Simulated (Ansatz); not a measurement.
A relaxed cell of TiAl is given with its symmetry left out. It was relaxed at this level from a measured cell (COD).

Computed with DFT PBE, scalar-relativistic, plane waves, PAW (Ansatz). Cutoff 420 eV, Γ-centred mesh, Gaussian smearing, no spin polarisation.

```yaml
crystal:
  lattice:
    - [3.18619, 0.00000, 0.00000]
    - [0.00000, 3.18619, 0.00000]
    - [0.00000, 0.00000, 3.18619]
  atoms:
    - { symbol: Ti, position: [0.50000, 0.50000, 0.50000] }
    - { symbol: Al, position: [0.00000, 0.00000, 0.00000] }
```

Formation energies are uncorrected and refer to the elements' standard structures at the same level.

**Question.** Find its symmetry and describe it.

**Answer.** Pm-3m (No. 221), the caesium chloride type. Conventional cell: a = 3.186 Å. Ti is surrounded by 8 Al at 2.76 Å and 6 Ti at 3.19 Å; around Al lie 8 Ti at 2.76 Å and 6 Al at 3.19 Å.

**Question.** What is its formation energy per atom?

**Answer.** −0.26 eV/atom. It lies below the elements, which doesn't yet make it stable against other compounds or structures.

**Question.** Is it a metal?

**Answer.** Yes, bands cross the Fermi level on the 18×18×18 mesh.

The last run used an 18×18×18 mesh for its 2-atom cell and Gaussian smearing of 0.10 eV. A later test with randomly moved atoms led to a structure 98 meV/atom lower, so this end is a saddle point or a shallow minimum.
